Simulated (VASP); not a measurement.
Crystal: Au.

```
Au
1.0
     0.00000    2.03500    2.03500
     2.03500    0.00000    2.03500
     2.03500    2.03500    0.00000
Au
1
Direct
  0.00000 0.00000 0.00000
```

* Program: VASP 6.6.1
* Task: relaxation of cell and atoms
* Functional: BLYP
* Dispersion: D3(BJ)
* Potentials or basis: VASP PAW PBE potentials, release 64 (Au)
* Cutoff: 600 eV
* k mesh: 11 × 11 × 11
* Occupations: fermi-dirac, width 0.05 eV
* Spin: no spin polarisation

At the start: pressure 8.1 GPa; volume 16.85 Å³/atom.

Question: Where does the relaxation end?

Answer: Over 4 steps the energy falls by 19.2 meV/atom and the volume is 17.66 Å³/atom (+4.8 %); space group Fm-3m (No. 225, to 0.05 Å).

Step by step:
```
step  energy change (eV)  largest force (eV/Å)  pressure (GPa)  volume (Å³)
   1              0.0000                0.0000            8.10        16.85
   2              0.0229                0.0000           -9.08        19.02
   3             -0.0192                0.0000           -0.14        17.67
   4             -0.0192                0.0000           -0.02        17.66
```

Final structure:
```
Au
1.0
     0.00000    2.06677    2.06677
     2.06677    0.00000    2.06677
     2.06677    2.06677    0.00000
Au
1
Direct
  0.00000 0.00000 0.00000
```

Caveat: the PAW data sets were made with another functional, which shifts forces and pressure a little; pairwise dispersion overbinds metals, which lowers pressure and volume.
